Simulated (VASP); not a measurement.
# Te (P3_121) in VASP: further runs

Runs on Te. Level: PBEsol. Tasks: dielectric tensor.

Everything below comes from runs of VASP 6.6.1. Logs are shortened: lines on timing, memory, paths and dates and some standing lists are left out, and cuts for length are marked.

### Step 1. The crystal as given

The structure is trigonal, space group P3_121 (No. 152). The conventional cell has a = 4.454 Å, b = 4.454 Å, c = 5.924 Å, α = 90.00°, β = 90.00°, γ = 120.00°. Te (site symmetry 2) is surrounded by 2 Te at 2.86 Å.

### Step 2. Dielectric tensor, PBEsol

INCAR

```
ALGO = Normal ; EDIFF = 1E-6
ENCUT = 350 ; GGA = PS
ISIF = 2 ; ISMEAR = 0
LASPH = True ; LCHARG = False
LEPSILON = True ; LREAL = False
LWAVE = False ; NELM = 100
PREC = Accurate ; SIGMA = 0.01
```

KPOINTS

```
k-points
0
Gamma
  8 8 6
```

POSCAR

```
Te
1.0
    4.4540000000      0.0000000000      0.0000000000
   -2.2270000000      3.8572771485      0.0000000000
    0.0000000000      0.0000000000      5.9240000000
Te
3
Direct
    0.7310000000      0.7310000000      0.0000000000
    0.0000000000      0.2690000000      0.6666666667
    0.2690000000      0.0000000000      0.3333333333
```

Potentials or basis: VASP PAW PBE potentials, release 64 (Te).

On the command line:

```
cat potpaw_PBE.64/Te/POTCAR > POTCAR
mpirun -np 1 vasp_std > vasp.out
```

OUTCAR:

```text
EDIFF = 1E-6
   ENCUT = 350
   GGA = PS
   ISIF = 2
   ISMEAR = 0
   LASPH = True
   LEPSILON = True
   LREAL = False
   NELM = 100
   PREC = Accurate

 Found     50 irreducible k-points:

 Following reciprocal coordinates:
            Coordinates               Weight
  0.000000  0.000000  0.000000      1.000000
  0.125000  0.000000  0.000000      6.000000
  0.250000  0.000000  0.000000      6.000000
  0.375000 -0.000000  0.000000      6.000000
  0.500000  0.000000  0.000000      3.000000
  0.125000  0.125000  0.000000      6.000000
   k-points           NKPTS =     50   k-points in BZ     NKDIM =     50   number of bands    NBANDS=     13
   number of dos      NEDOS =    301   number of ions     NIONS =      3
   total plane-waves  NPLWV =  28224
   dimension x,y,z NGX =    28 NGY =   28 NGZ =   36
   dimension x,y,z NGXF=    56 NGYF=   56 NGZF=   72
   ions per type =               3
   NGX,Y,Z   is equivalent  to a cutoff of  10.45, 10.45, 10.10 a.u.
   NGXF,Y,Z  is equivalent  to a cutoff of  20.90, 20.90, 20.21 a.u.
 SYSTEM =  unknown system
   PREC   = accura    normal or accurate (medium, high low for compatibility)
   ISTART =      0    job   : 0-new  1-cont  2-samecut
   ICHARG =      2    charge: 1-file 2-atom 10-const
   ISPIN  =      1    spin polarized calculation?
   LNONCOLLINEAR =      F non collinear calculations
   LSORBIT =      F    spin-orbit coupling
   LASPH  =      T    aspherical Exc in radial PAW
   ENCUT  =  350.0 eV  25.72 Ry    5.07 a.u.   6.79  6.79  9.04*2*pi/ulx,y,z
   NELM   =    100;   NELMIN=  2; NELMDL= -5     # of ELM steps
   EDIFF  = 0.1E-05   stopping-criterion for ELM
   LREAL  =      F    real-space projection
   EDIFFG = 0.1E-04   stopping-criterion for IOM
   NSW    =      0    number of steps for IOM
   IBRION =     -1    ionic relax: 0-MD 1-quasi-New 2-CG
   NFREE  =      0    steps in history (QN), initial steepest desc. (CG)
   ISIF   =      2    stress and relaxation
   ISYM   =      2    0-nonsym 1-usesym 2-fastsym
   POTIM  = 0.5000    time-step for ionic-motion
   TEBEG  =    0.0;   TEEND  =   0.0 temperature during run
   PSTRESS=    0.0 pullay stress
   NELECT =      18.0000    total number of electrons
   NUPDOWN=      -1.0000    fix difference up-down
   EMIN   =  10.00;   EMAX   =-10.00  energy-range for DOS
   EFERMI =   0.00;   METHOD = LEGACY
   ISMEAR =     0;   SIGMA  =   0.01  broadening in eV -4-tet -1-fermi 0-gaus
   EFERMI_NEDOS =   21; number of points for ismear=-14 and -15
   IALGO  =     38    algorithm
   IMIX   =      4    mixing-type and parameters
     AMIX     =   0.40;   BMIX     =  1.00
     AMIX_MAG =   1.60;   BMIX_MAG =  1.00
  volume/ion in A,a.u.               =      33.93       228.94
  Fermi-wavevector in a.u.,A,eV,Ry     =   0.918933  1.736531 11.489263  0.844437
  Thomas-Fermi vector in A             =   2.044070
   LORBIT       =      0    0 simple, 1 ext, 2 COOP (PROOUT), +10 PAW based schemes
   GGA     = PS    functional components
   LHFCALC =     F    Hartree Fock is set to
   AEXX    =    0.0000 exact exchange contribution
   IVDW    =     0    specifies the selected vdW correction
   LEPSILON=     T    determine dielectric tensor
   LRPA    =     F    only Hartree local field effects (RPA)
 non-spin polarized calculation
 Gauss-broadening in eV      SIGMA  =   0.01
  energy-cutoff  :      350.00
  volume of cell :      101.78
 maximum number of plane-waves:      1524
 NGX is ok and might be reduce to    28
   NGX = 13   NGY = 13   NGZ = 19

--------------------------------------- Ionic step        1  -------------------------------------------

 number of electron      17.9999994 magnetization

 E-fermi :   5.8796     XC(G=0):  -9.2288

 val. band max:        5.8065035906   @ k =   0.3750   0.2500   0.5000
 cond. band min:       6.2620712285   @ k =   0.0000   0.0000   0.5000
 fundamental gap:      0.4555676379
 Fermi energy:         5.8796196317

 k-point     1 :       0.0000    0.0000    0.0000
  band No.  band energies     occupation
      1      -7.8184      2.00000
      2      -4.5119      2.00000
      3      -4.5119      2.00000
      4       2.7558      2.00000
      5       3.0661      2.00000
      6       3.0661      2.00000
      7       4.1343      2.00000
      8       4.1343      2.00000
      9       4.9780      2.00000
     10       6.8172      0.00000
     11       6.8172      0.00000
     12       7.4086      0.00000
     13      10.7031      0.00000

 k-point     2 :       0.1250    0.0000    0.0000
  band No.  band energies     occupation
      1      -7.7124      2.00000
      2      -4.5442      2.00000
      3      -4.4828      2.00000
      4       2.0098      2.00000
      5       2.5608      2.00000
      6       2.8397      2.00000
      7       4.4558      2.00000
      8       4.7685      2.00000
      9       5.1742      2.00000
     10       6.5163      0.00000
     11       6.7372      0.00000
     12       7.2725      0.00000
     13      10.3647      0.00000

 k-point     3 :       0.2500    0.0000    0.0000
  band No.  band energies     occupation
      1      -7.4135      2.00000
      2      -4.7005      2.00000
      3      -4.4055      2.00000
      4       1.1965      2.00000
      5       1.9265      2.00000
      6       2.4236      2.00000
      7       4.2594      2.00000
      8       4.8366      2.00000
      9       5.0111      2.00000
     10       6.6422      0.00000
     11       6.8553      0.00000
     12       7.7091      0.00000
     13       9.5089      0.00000

 k-point     4 :       0.3750   -0.0000    0.0000
  band No.  band energies     occupation
      1      -7.0044      2.00000
      2      -5.0269      2.00000
      3      -4.3190      2.00000
      4       0.9289      2.00000
      5       1.4955      2.00000
      6       2.1394      2.00000
      7       3.0475      2.00000
      8       4.8373      2.00000
      9       5.0147      2.00000
     10       6.6357      0.00000
     11       6.7557      0.00000
     12       8.8756      0.00000
     13       8.9687      0.00000

 k-point     5 :       0.5000    0.0000    0.0000
  band No.  band energies     occupation
      1      -6.7604      2.00000
      2      -5.2561      2.00000
      3      -4.2804      2.00000
      4       0.9555      2.00000
      5       1.3897      2.00000
      6       2.2170      2.00000
      7       2.2728      2.00000
      8       4.7841      2.00000
      9       5.0100      2.00000
     10       6.6371      0.00000
     11       6.6984      0.00000
     12       8.6569      0.00000
     13       9.5483      0.00000

 k-point     6 :       0.1250    0.1250    0.0000
  band No.  band energies     occupation
      1      -7.5093      2.00000
      2      -4.6148      2.00000
      3      -4.4562      2.00000
      4       1.4601      2.00000
      5       1.7830      2.00000
      6       2.9146      2.00000
      7       4.1718      2.00000
      8       4.9331      2.00000
      9       4.9353      2.00000
     10       6.7054      0.00000
     11       6.9873      0.00000
     12       7.4154      0.00000
     13      10.1191      0.00000

 [... further k-points ...]

  FORCE on cell =-STRESS in cart. coord.  units (eV):
  Direction    XX          YY          ZZ          XY          YZ          ZX
  --------------------------------------------------------------------------------------
  -------------------------------------------------------------------------------------
  Total       -0.6351867     -0.6351867     -0.4233035      0.0000000     -0.0000000      0.0000000
  in kB       -9.9992147     -9.9992147     -6.6637139      0.0000000     -0.0000000      0.0000000
  external PRESSURE =      -8.8873811 kB  Pullay stress =       0.0000000 kB

 VOLUME and BASIS-vectors are now :
 -----------------------------------------------------------------------------
  energy-cutoff  :      350.00
  volume of cell :      101.78
      direct lattice vectors                 reciprocal lattice vectors
     4.454000000  0.000000000  0.000000000     0.224517288  0.129625117  0.000000000
    -2.227000000  3.857277149  0.000000000     0.000000000  0.259250233  0.000000000
     0.000000000  0.000000000  5.924000000     0.000000000  0.000000000  0.168804862

 POSITION                                       TOTAL-FORCE (eV/Angst)
 -----------------------------------------------------------------------------------
      1.62794      2.81967      0.00000        -0.063962     -0.110786      0.000000
     -0.59906      1.03761      3.94933        -0.063962      0.110786      0.000000
      1.19813      0.00000      1.97467         0.127924      0.000000     -0.000000
 -----------------------------------------------------------------------------------
    total drift:                                0.000000     -0.000000      0.000000

  FREE ENERGIE OF THE ION-ELECTRON SYSTEM (eV)
  ---------------------------------------------------
  free  energy   TOTEN  =       -10.5471708591 eV

  energy  without entropy=      -10.5471708591  energy(sigma->0) =      -10.54717086

 HEAD OF MICROSCOPIC STATIC DIELECTRIC TENSOR (INDEPENDENT PARTICLE, excluding Hartree and local field effects)
 ------------------------------------------------------
          42.681679    -0.000000    -0.000000
           0.000000    42.681679     0.000000
           0.000000     0.000000    71.496617
 ------------------------------------------------------

 Free energy of the ion-electron system (eV)
  ---------------------------------------------------
  ---------------------------------------------------
  free energy    TOTEN  =       -11.26426913 eV

  energy without entropy =      -11.26426913

------------------------ aborting loop because EDIFF is reached ----------------------------------------

--------------------------------------- Ionic step        2  -------------------------------------------

------------------------ aborting loop because EDIFF is reached ----------------------------------------

--------------------------------------- Ionic step        3  -------------------------------------------

 Free energy of the ion-electron system (eV)
  ---------------------------------------------------
  ---------------------------------------------------
  free energy    TOTEN  =       -19.93132973 eV

  energy without entropy =      -19.93132973

------------------------ aborting loop because EDIFF is reached ----------------------------------------

 PIEZOELECTRIC TENSOR FIELD DIRECTION 3  (e Angst)
 -----------------------------------------------------------------------------
     0.01796  0.00000  0.00000           ( -0.00000  0.00000  0.00000)
    -0.00000  0.01796 -0.00000           (  0.00000 -0.00000  0.00000)
    -0.00000  0.00000  0.01014           ( -0.00000  0.00000 -0.00002)

 PIEZOELECTRIC TENSOR FIELD DIRECTION 3  (C/m^2)
 -----------------------------------------------------------------------------
     0.00283  0.00000  0.00000
    -0.00000  0.00283 -0.00000
    -0.00000  0.00000  0.00160

 MACROSCOPIC STATIC DIELECTRIC TENSOR (including local field effects in DFT)
 ------------------------------------------------------
          39.417834     0.000000     0.000000
           0.000000    39.417834     0.000000
          -0.000000     0.000000    69.174220
 ------------------------------------------------------

 PIEZOELECTRIC TENSOR (including local field effects)  for field in x, y, z        (e  Angst)
          XX          YY          ZZ          XY          YZ          ZX
  --------------------------------------------------------------------------------
  x    -3.27616     3.27616    -0.00000     0.00000     1.03346     0.00000
  y     0.00000     0.00000     0.00000     3.27616     0.00000    -1.03347
  z     0.00000     0.00000     0.00000    -0.00000     0.00000    -0.00000

 PIEZOELECTRIC TENSOR (including local field effects)  for field in x, y, z        (C/m^2)
          XX          YY          ZZ          XY          YZ          ZX
  --------------------------------------------------------------------------------
  x    -0.51574     0.51574    -0.00000     0.00000     0.16269     0.00000
  y     0.00000     0.00000     0.00000     0.51574     0.00000    -0.16269
  z     0.00000     0.00000     0.00000    -0.00000     0.00000    -0.00000

 BORN EFFECTIVE CHARGES (including local field effects) (in |e|, cummulative output)
 ---------------------------------------------------------------------------------
 ion    1
    1    -1.30317     2.25715     2.13544
    2     2.25715     1.30317    -1.23289
    3     2.67357    -1.54359     0.00000
 ion    2
    1    -1.30317    -2.25715    -2.13544
    2    -2.25715     1.30317    -1.23289
    3    -2.67357    -1.54359     0.00000
 ion    3
    1     2.60634     0.00000     0.00000
    2     0.00000    -2.60634     2.46579
    3     0.00000     3.08717     0.00000
```

Run time: 4.7 min. Hardware: 1 thread of AMD EPYC 9R45 (Zen 5), shared host; peak memory 0.37 GiB.

These settings aren't checked as converged: the numbers below hold their error.

What came out:

| Property | Result |
| --- | --- |
| Band gap on the k mesh | 0.46 eV, indirect (least direct gap 0.53 eV) |
| Electronic dielectric tensor (diagonal) | 39.42, 39.42, 69.17 |
| Born charges (mean of the diagonal) | Te +0.00 e |

Caveat: the gap is small at this level, which inflates the dielectric constant; the PAW data sets were made with another functional, which shifts forces and pressure a little; spin-orbit coupling is left out, which moves the levels of the heavy elements.

(Continued in part 2 of 2.)
